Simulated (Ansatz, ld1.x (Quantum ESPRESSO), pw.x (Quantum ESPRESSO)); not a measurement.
## Equation-of-state test of one TM potential (Mg (Z = 12))

| Property | Result |
| --- | --- |
| Element | Mg (Z = 12) |
| Generator | ld1.x (Quantum ESPRESSO) 7.5 |
| Type | norm-conserving Troullier–Martins (Kleinman–Bylander form) |
| Functional | PBE |
| Relativity | scalar-relativistic |
| Frozen core | [Ne] |
| Valence charge | 2 |
| Reference configuration | 3s1 3p0 (charge +1) |
| Partial waves | 3p (bound, empty): rc 1.85 bohr; 3d channel at -0.05 Ry: rc 1.95 bohr; 3s (bound): rc 2.15 bohr |
| Local potential | the s channel |
| Core correction | a·sin(br)/r model core inside 1.90 bohr |

Crystal test: fcc Mg in pw.x 7.5, no spin, 13³ k-points, Fermi–Dirac smearing 0.01 Ry, cutoffs 50/200 Ry. The reference is all-electron LAPW (Ansatz 0.2.0) with the same functional, mesh and smearing; V0 and B0 come from Birch–Murnaghan fits to the pressures at five volumes. Errors are pseudo minus all-electron; Δ is the rms difference of the E(V) curves that follow from these fits, minima aligned, over ±6 % about the mean V0. Mesh and smearing are coarse, so the numbers serve the comparison and aren't converged zero-temperature values; the lattice is a test structure that the element need not adopt.

```tsv
V (Å³/atom)	P all-electron (GPa)	P pseudo (GPa)
22.038	1.91	0.36
22.618	0.86	-0.59
23.198	-0.07	-1.43
23.778	-0.88	-2.16
24.358	-1.60	-2.81
```

All-electron: a0 = 4.524 Å (V0 = 23.15 Å³/atom), B0 = 35.0 GPa.

Pseudopotential: mean pressure error (GPa): -1.37; a0 (Å): 4.465; a0 error (%): -1.32; B0 error (%): +6.2; Δ (meV/atom): 7.1. This is a poor potential for the solid. The logarithmic derivative shows an extra or strongly shifted pseudo pole above the reference energy (p near 0.29 Ry).

Question: At the middle volume, how do free energy and pressure move when the wave cutoff is lowered (ecutrho kept at four times it)?

Answer:

```
cutoff (Ry)  shift of F (meV/atom)  shift of P (GPa)
         22                   +8.8             -0.10
         30                   +1.4             -0.05
         40                   +0.3             -0.00
```

The run at the middle volume (84 k-points, 9 iterations) took about 11 s on one core of a shared host (Neoverse-V1, 32 threads, 247 GiB, load 25).
